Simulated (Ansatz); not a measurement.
# Sb: the cost of one run

Program: Ansatz 0.2.0. Level of theory: DFT PBE, scalar-relativistic, plane waves, PAW. These are calculated values, not measurements.

1 further run of the same task is left out (it didn't finish).

## 1. The structure to begin with

It takes space group Pmmm (No. 47, orthorhombic). Conventional cell: a = 3.000 Å, b = 5.818 Å, c = 7.983 Å, α = 90.00°, β = 90.00°, γ = 90.00°. Sb (site symmetry m) has 6 Sb at 2.86 to 3.00 Å as nearest neighbours. Around Sb (site symmetry mmm) lie 6 Sb at 2.92 to 3.00 Å.

As a file:

```
Sb
1.0
     2.99964    0.00000    0.00000
     0.00000    5.81818    0.00000
     0.00000    0.00000    7.98293
Sb
5
Direct
  0.50000 0.75384 0.31611
  0.50000 0.24616 0.31611
  0.50000 0.75384 0.68389
  0.50000 0.24616 0.68389
  0.50000 0.50000 0.00000
```

The cell is invented: 6-connected net of one element (Pmmm, No. 47). Lengths come from tabulated atomic sizes and are only a guess.

## 2. Probe: one point on a coarse mesh

input.yaml reads:

```yaml
crystal:
  lattice:
    - [2.99964001, 0.0, 0.0]
    - [0.0, 5.81818235, 0.0]
    - [0.0, 0.0, 7.98292704]
  atoms:
    - { symbol: Sb, position: [0.5, 0.75383501, 0.316112] }
    - { symbol: Sb, position: [0.5, 0.24616499, 0.316112] }
    - { symbol: Sb, position: [0.5, 0.75383501, 0.683888] }
    - { symbol: Sb, position: [0.5, 0.24616499, 0.683888] }
    - { symbol: Sb, position: [0.5, 0.5, 0.0] }
basis:
  ecutwfc: 420
kpoints:
  mp_grid: { grid: [6, 4, 2] }
hamiltonian:
  xc: pbe
scf:
  occupations: { method: gaussian, width: 0.1 }
  lower_state_search: "off"
output:
  forces: true
  stress: true
  eigenvalues: true
```

Command:

```bash
$ ansatz run input.yaml --threads 1 --pin off --max-ram 2560MiB --backend cpu --events-out ev --progress --plain --runs-dir out
```

Q: Estimate wall time and peak memory on 1 thread of Intel Xeon 6975P-C (Granite Rapids), shared host.

About 4.4 s, with a peak of 0.44 GiB.
